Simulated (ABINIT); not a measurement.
# Mn (P6_3/mmc) in ABINIT: further runs

One crystal, Mn, is run at these levels: PBE; tasks: single point.

Program: ABINIT 10.8.3 (patched build). These are calculated values, not measurements. Logs are shortened: lines on timing, memory, paths and dates and some standing lists are left out, and cuts for length are marked. The log counts tension as positive stress, the text compression.

## Step 1: Starting point

It takes space group P6_3/mmc (No. 194, hexagonal). The conventional cell has a = 2.484 Å, b = 2.484 Å, c = 4.026 Å, α = 90.00°, β = 90.00°, γ = 120.00°. Mn (site symmetry -6m2) has 12 Mn at 2.47 to 2.48 Å as nearest neighbours.

This isn't the form of Mn at room conditions, which is a 58-atom cubic cell.

## Step 2: Single point, PBE

run.abi

```
pp_dirpath "./"
pseudos "Mn.GGA_PBE-JTH.xml"

acell 3*1.0
rprim
     4.6934102968     0.0000000000     0.0000000000
    -2.3467051485     4.0646125475     0.0000000000
     0.0000000000     0.0000000000     7.6084058743
ntypat 1
znucl 25
natom 2
typat 1 1
xred
     0.3333333333     0.6666666667     0.2500000000
     0.6666666667     0.3333333333     0.7500000000

ecut 26.0
pawecutdg 48.0
pawxcdev 0

kptopt 1
ngkpt 12 12 7
nshiftk 1
shiftk 0.0 0.0 0.0

ixc 11

nband 19
occopt 3
tsmear 0.00183747

nstep 100
tolvrs 1.0e-9

iomode 3
prtwf 0
prteig 0
prtebands 0
enunit 2
prtden 1
prtvha 1
prtvclmb 1
prtpot 1
```

Potentials or basis: JTH PAW PBE v2.0.

Started as:

```
abinit run.abi > log 2>&1
```

run.abo:

```text
.Version 10.8.3 of ABINIT
 Symmetries : space group P6_3/m m c (#194); Bravais hP (primitive hexag.)
================================================================================
 Values of the parameters that define the memory need of the present run
     intxc =       0    ionmov =       0      iscf =      17    lmnmax =      18
     lnmax =       6     mgfft =      36  mpssoang =       3    mqgrid =    3001
     natom =       2  nloc_mem =       2    nspden =       1   nspinor =       1
    nsppol =       1      nsym =      24    n1xccc =       1    ntypat =       1
    occopt =       3   xclevel =       2
       mpw =         942          nfft =       20736          nkpt =          76
 PAW method is used; the additional fine FFT grid is defined by:
   mgfftf=        48    nfftf =     43200
================================================================================
================================================================================

--------------------------------------------------------------------------------
------------- Echo of variables that govern the present computation ------------
--------------------------------------------------------------------------------
 -outvars: echo values of preprocessed input variables --------
            acell      1.0000000000E+00  1.0000000000E+00  1.0000000000E+00 Bohr
              amu      5.49380500E+01
             ecut      2.60000000E+01 Hartree
           enunit           2
                       outvar_i_n : Printing only first  50 k-points.
              ixc          11
                       outvar_i_n : Printing only first  50 k-points.
         kptrlatt       12    0    0      0   12    0      0    0    7
          kptrlen      5.32588411E+01
            natom           2
            nband          19
            ngfft          24      24      36
          ngfftdg          30      30      48
             nkpt          76
            nstep         100
             nsym          24
           ntypat           1
                       prtocc : prtvol=0, do not print more k-points.
           occopt           3
        pawecutdg      4.80000000E+01 Hartree
         pawxcdev           0
        prtebands           0
           prteig           0
           prtpot           1
         prtvclmb           1
           prtvha           1
            prtwf           0
            rprim      4.6934102968E+00  0.0000000000E+00  0.0000000000E+00
                      -2.3467051485E+00  4.0646125475E+00  0.0000000000E+00
                       0.0000000000E+00  0.0000000000E+00  7.6084058743E+00
          spgroup         194
           tolvrs      1.00000000E-09
           tsmear      1.83747000E-03 Hartree
            typat      1  1
           useylm           1
                       outvars : Printing only first  50 k-points.
           xangst     -3.5278374482E-11  1.4339335532E+00  1.0065487493E+00
                       1.2418228844E+00  7.1696677661E-01  3.0196462479E+00
            xcart     -6.6666465938E-11  2.7097416983E+00  1.9021014686E+00
                       2.3467051484E+00  1.3548708492E+00  5.7063044057E+00
             xred      3.3333333333E-01  6.6666666667E-01  2.5000000000E-01
                       6.6666666667E-01  3.3333333333E-01  7.5000000000E-01
[... 137 lines left out ...]
 length scales=  1.000000000000  1.000000000000  1.000000000000 bohr
              =  0.529177210544  0.529177210544  0.529177210544 angstroms
 Fermi (or HOMO) energy (hartree) =   0.38035   Average Vxc (hartree)=  -0.48906
 Eigenvalues (hartree) for nkpt=  76  k points:
 kpt#   1, nband= 19, wtk=  0.00099, kpt=  0.0000  0.0000  0.0000 (reduced coord)
  -2.52957   -2.52367   -1.39229   -1.36790   -1.36790   -1.36408   -1.36408   -1.36378
   0.07806    0.21763    0.34470    0.34592    0.34592    0.36316    0.36316    0.38278
   0.38278    0.40512    0.44002
      occupation numbers for kpt#   1
   2.00000    2.00000    2.00000    2.00000    2.00000    2.00000    2.00000    2.00000
   2.00000    2.00000    2.00000    2.00000    2.00000    1.99983    1.99983    0.42183
   0.42183    0.00000    0.00000
 prteigrs : prtvol=0 or 1, do not print more k-points.

 Fermi (or HOMO) energy (eV) =  10.34998   Average Vxc (eV)= -13.30792
 Eigenvalues (   eV  ) for nkpt=  76  k points:
 kpt#   1, nband= 19, wtk=  0.00099, kpt=  0.0000  0.0000  0.0000 (reduced coord)
 -68.83297  -68.67266  -37.88602  -37.22247  -37.22247  -37.11848  -37.11848  -37.11026
   2.12411    5.92192    9.37978    9.41307    9.41307    9.88197    9.88197   10.41596
  10.41596   11.02388   11.97352
 prteigrs : prtvol=0 or 1, do not print more k-points.

--- !EnergyTerms
iteration_state     : {dtset: 1, }
comment             : Components of total free energy in Hartree
kinetic             :  2.57146711450406E+01
hartree             :  3.65824152299796E+01
xc                  : -7.62824707060697E+00
Ewald energy        : -1.55791270992078E+02
psp_core            :  1.23357529353784E+01
local_psp           : -1.04041312519578E+02
PAW spherical_terms : -1.68072734746498E+01
internal            : -2.09635264746514E+02
'-kT*entropy'       : -8.08485356898498E-04
total_energy        : -2.09636073231871E+02
total_energy_eV     : -5.70448815980319E+03
...

--- !EnergyTermsDC
iteration_state     : {dtset: 1, }
comment             : '"Double-counting" decomposition of free energy'
band_energy         : -2.24165571102577E+01
Ewald energy        : -1.55791270992078E+02
psp_core            :  1.23357529353784E+01
xc_dc               : -3.42684997509427E+01
PAW spherical_terms : -9.49468924308024E+00
internal            : -2.09635264160980E+02
'-kT*entropy'       : -8.08485356898498E-04
total_energy_dc     : -2.09636072646337E+02
total_energy_dc_eV  : -5.70448814387001E+03
...

--- !EnergyTermsWithPAWCore
iteration_state     : {dtset: 1, }
comment             : 'Components of total free energy, including PAW core contributions'
Total energy        : -2.31727555180638E+03
Total energy DC     : -2.31727555122084E+03
Total energy (eV)   : -6.30562800785720E+04
Total energy DC (eV): -6.30562800626388E+04
...

 Cartesian components of stress tensor (hartree/bohr^3)
  sigma(1 1)= -1.02452360E-06  sigma(3 2)=  0.00000000E+00
  sigma(2 2)= -1.02452727E-06  sigma(3 1)=  0.00000000E+00
  sigma(3 3)=  6.60558664E-06  sigma(2 1)=  2.09092359E-12

-Cartesian components of stress tensor (GPa)         [Pressure= -4.4686E-02 GPa]
- sigma(1 1)= -3.01425249E-02  sigma(3 2)=  0.00000000E+00
- sigma(2 2)= -3.01426328E-02  sigma(3 1)=  0.00000000E+00
- sigma(3 3)=  1.94343069E-01  sigma(2 1)=  6.15170958E-08

== END DATASET(S) ==============================================================
================================================================================

 -outvars: echo values of variables after computation  --------
            acell      1.0000000000E+00  1.0000000000E+00  1.0000000000E+00 Bohr
           etotal     -2.0963607265E+02
            fcart     -6.0239299476E-28 -1.4905361045E-28 -0.0000000000E+00
                       6.0239299476E-28  1.4905361045E-28 -0.0000000000E+00
            rprim      4.6934102968E+00  0.0000000000E+00  0.0000000000E+00
                      -2.3467051485E+00  4.0646125475E+00  0.0000000000E+00
                       0.0000000000E+00  0.0000000000E+00  7.6084058743E+00
           strten     -1.0245235970E-06 -1.0245272661E-06  6.6055866405E-06
                       0.0000000000E+00  0.0000000000E+00  2.0909235886E-12
           xangst     -3.5278374482E-11  1.4339335532E+00  1.0065487493E+00
                       1.2418228844E+00  7.1696677661E-01  3.0196462479E+00
             xred      3.3333333333E-01  6.6666666667E-01  2.5000000000E-01
                       6.6666666667E-01  3.3333333333E-01  7.5000000000E-01
 Calculation completed.
```

Run time: 43 s. Hardware: 1 thread of Arm Neoverse V1, shared host; peak memory 0.14 GiB.

Results:

* Free energy: -5704.4881 eV
* Pressure: 0.0 GPa
* Band gap on the k mesh: none (metal or under the smearing width)
* Valence electrons inside the program's atomic spheres: Mn 13.40 (radii [1.1176] Å)

Stress tensor (GPa, compression positive):
```
 0.03  0.00  0.00
 0.00  0.03  0.00
 0.00  0.00 -0.19
```

Caveat: the run has no spin polarisation, though such a crystal can be magnetic. Spin polarisation is off, so any magnetic state and its effect on volume and gap are missing.

## Step 3: Single point, PBE, collinear spin, ferromagnetic start

Changes to run.abi since step 2:

```diff
@@ -27,5 +27,10 @@
 
-nband 19
+nband 21
 occopt 3
 tsmear 0.00183747
+
+nsppol 2
+spinat
+     0.0000000000     0.0000000000     4.0000000000
+     0.0000000000     0.0000000000     4.0000000000
```

Potentials or basis: JTH PAW PBE v2.0.

Started as:

```
abinit run.abi > log 2>&1
```

run.abo:

```text
.Version 10.8.3 of ABINIT
 Symmetries : space group P6_3/m m c (#194); Bravais hP (primitive hexag.)
================================================================================
 Values of the parameters that define the memory need of the present run
     intxc =       0    ionmov =       0      iscf =      17    lmnmax =      18
     lnmax =       6     mgfft =      36  mpssoang =       3    mqgrid =    3001
     natom =       2  nloc_mem =       2    nspden =       2   nspinor =       1
    nsppol =       2      nsym =      24    n1xccc =       1    ntypat =       1
    occopt =       3   xclevel =       2
       mpw =         942          nfft =       20736          nkpt =          76
 PAW method is used; the additional fine FFT grid is defined by:
   mgfftf=        48    nfftf =     43200
================================================================================
================================================================================

--------------------------------------------------------------------------------
------------- Echo of variables that govern the present computation ------------
--------------------------------------------------------------------------------
 -outvars: echo values of preprocessed input variables --------
            acell      1.0000000000E+00  1.0000000000E+00  1.0000000000E+00 Bohr
              amu      5.49380500E+01
             ecut      2.60000000E+01 Hartree
           enunit           2
                       outvar_i_n : Printing only first  50 k-points.
              ixc          11
                       outvar_i_n : Printing only first  50 k-points.
         kptrlatt       12    0    0      0   12    0      0    0    7
          kptrlen      5.32588411E+01
            natom           2
            nband          21
            ngfft          24      24      36
[... 453 lines left out ...]
...

--- !EnergyTermsWithPAWCore
iteration_state     : {dtset: 1, }
comment             : 'Components of total free energy, including PAW core contributions'
Total energy        : -2.31727555038201E+03
Total energy DC     : -2.31727555122109E+03
Total energy (eV)   : -6.30562800398132E+04
Total energy DC (eV): -6.30562800626455E+04
...

 Cartesian components of stress tensor (hartree/bohr^3)
  sigma(1 1)= -1.02432962E-06  sigma(3 2)=  0.00000000E+00
  sigma(2 2)= -1.02433329E-06  sigma(3 1)=  0.00000000E+00
  sigma(3 3)=  6.60483431E-06  sigma(2 1)=  2.09093781E-12

-Cartesian components of stress tensor (GPa)         [Pressure= -4.4682E-02 GPa]
- sigma(1 1)= -3.01368178E-02  sigma(3 2)=  0.00000000E+00
- sigma(2 2)= -3.01369258E-02  sigma(3 1)=  0.00000000E+00
- sigma(3 3)=  1.94320934E-01  sigma(2 1)=  6.15175143E-08

== END DATASET(S) ==============================================================
================================================================================

 -outvars: echo values of variables after computation  --------
            acell      1.0000000000E+00  1.0000000000E+00  1.0000000000E+00 Bohr
           etotal     -2.0963607265E+02
            fcart      1.0039883246E-28 -3.0638797700E-28 -0.0000000000E+00
                      -1.0039883246E-28  3.0638797700E-28 -0.0000000000E+00
            rprim      4.6934102968E+00  0.0000000000E+00  0.0000000000E+00
                      -2.3467051485E+00  4.0646125475E+00  0.0000000000E+00
                       0.0000000000E+00  0.0000000000E+00  7.6084058743E+00
           strten     -1.0243296176E-06 -1.0243332867E-06  6.6048343083E-06
                       0.0000000000E+00  0.0000000000E+00  2.0909378112E-12
           xangst     -3.5278374482E-11  1.4339335532E+00  1.0065487493E+00
                       1.2418228844E+00  7.1696677661E-01  3.0196462479E+00
             xred      3.3333333333E-01  6.6666666667E-01  2.5000000000E-01
                       6.6666666667E-01  3.3333333333E-01  7.5000000000E-01
 Calculation completed.
```

Run time: 2.2 min. Hardware: 1 thread of Arm Neoverse V1, shared host; peak memory 0.2 GiB.

What came out:

* Free energy: -5704.4881 eV
* Pressure: 0.0 GPa
* Band gap on the k mesh: none (metal or under the smearing width)
* Net moment: 0.00 μB per cell
* Valence electrons inside the program's atomic spheres: Mn 13.40 (radii [1.1176] Å)

Stress tensor (GPa, compression positive):
```
 0.03  0.00  0.00
 0.00  0.03  0.00
 0.00  0.00 -0.19
```

Levels at points of the mesh, in eV from the Fermi level:
Spin up:
```tsv
k point	band 11	band 12	band 13	band 14	band 15	band 16	band 17	band 18	band 19	band 20
(0.00, 0.00, 0.00)	-0.97	-0.94	-0.94	-0.47	-0.47	0.07	0.07	0.67	1.62	1.62
(0.50, 0.00, 0.00)	-3.68	-1.36	-1.14	-0.93	-0.42	1.84	1.97	2.05	3.58	5.67
```
Spin down:
| k point | band 11 | band 12 | band 13 | band 14 | band 15 | band 16 | band 17 | band 18 | band 19 | band 20 |
| --- | --- | --- | --- | --- | --- | --- | --- | --- | --- | --- |
| (0.00, 0.00, 0.00) | -0.97 | -0.94 | -0.94 | -0.47 | -0.47 | 0.07 | 0.07 | 0.67 | 1.62 | 1.62 |
| (0.50, 0.00, 0.00) | -3.68 | -1.36 | -1.14 | -0.93 | -0.42 | 1.84 | 1.97 | 2.05 | 3.58 | 5.67 |

Caveat: the starting moments collapsed, and a magnetic state may lie lower.

## Step 4: Single point, PBE, collinear spin, ferromagnetic start

Changes to run.abi since step 3:

```diff
@@ -33,4 +33,4 @@
 spinat
-     0.0000000000     0.0000000000     4.0000000000
-     0.0000000000     0.0000000000     4.0000000000
+     0.0000000000     0.0000000000     5.0000000000
+     0.0000000000     0.0000000000     5.0000000000
```

Started as:

```
abinit run.abi > log 2>&1
```

Run time: 2.1 min. Hardware: 1 thread of Arm Neoverse V1, shared host; peak memory 0.2 GiB.

Results (log left out):

| Quantity | Value |
| --- | --- |
| Free energy | -5704.4881 eV |
| Pressure | 0.0 GPa |
| Band gap on the k mesh | none (metal or under the smearing width) |
| Net moment | 0.00 μB per cell |
| Valence electrons inside the program's atomic spheres | Mn 13.40 (radii [1.1176] Å) |

Stress tensor (GPa, compression positive):
```
 0.03  0.00  0.00
 0.00  0.03  0.00
 0.00  0.00 -0.20
```

Levels at points of the mesh, in eV from the Fermi level:
Spin up:
```
           k point  band 11  band 12  band 13  band 14  band 15  band 16  band 17  band 18  band 19  band 20
(0.00, 0.00, 0.00)    -0.97    -0.94    -0.94    -0.47    -0.47     0.07     0.07     0.67     1.62     1.62
(0.50, 0.00, 0.00)    -3.68    -1.36    -1.14    -0.93    -0.42     1.84     1.97     2.05     3.58     5.67
```
Spin down:
```csv
k point,band 12,band 13,band 14,band 15,band 16,band 17,band 18,band 19
"(0.00, 0.00, 0.00)",-0.94,-0.94,-0.47,-0.47,0.07,0.07,0.67,1.62
"(0.50, 0.00, 0.00)",-1.36,-1.14,-0.93,-0.42,1.84,1.97,2.05,3.58
```

Caveat: the starting moments collapsed, and a magnetic state may lie lower.

## Step 5: Single point, PBE, collinear spin, antiferromagnetic start

Changes to run.abi since step 4:

```diff
@@ -33,4 +33,4 @@
 spinat
-     0.0000000000     0.0000000000     5.0000000000
-     0.0000000000     0.0000000000     5.0000000000
+     0.0000000000     0.0000000000     4.0000000000
+     0.0000000000     0.0000000000    -4.0000000000
```

Started as:

```
abinit run.abi > log 2>&1
```

Run time: 4.1 min. Hardware: 1 thread of Arm Neoverse V1, shared host; peak memory 0.2 GiB.

Results (log left out):

| Property | Result |
| --- | --- |
| Free energy | -5704.4886 eV |
| Pressure | 0.5 GPa |
| Band gap on the k mesh | none (metal or under the smearing width) |
| Net moment | 0.00 μB per cell |
| Site moments | Mn +0.30, -0.30 μB |
| Valence electrons inside the program's atomic spheres | Mn 13.40 (radii [1.1176] Å) |

Levels at points of the mesh, in eV from the Fermi level:
Spin up:
```
           k point  band 13  band 14  band 15  band 16  band 17  band 18
(0.00, 0.00, 0.00)    -0.96    -0.44    -0.44     0.05     0.05     0.67
(0.50, 0.00, 0.00)    -1.14    -0.92    -0.41     1.78     1.99     2.11
```
Spin down:
```
           k point  band 11  band 12  band 13  band 14  band 15  band 16  band 17  band 18  band 19  band 20
(0.00, 0.00, 0.00)    -0.96    -0.96    -0.96    -0.44    -0.44     0.05     0.05     0.67     1.66     1.66
(0.50, 0.00, 0.00)    -3.68    -1.36    -1.14    -0.92    -0.41     1.78     1.99     2.11     3.59     5.68
```

Caveat: the moment fell far below its start of 4 μB, so a state of higher moment may lie lower in energy.
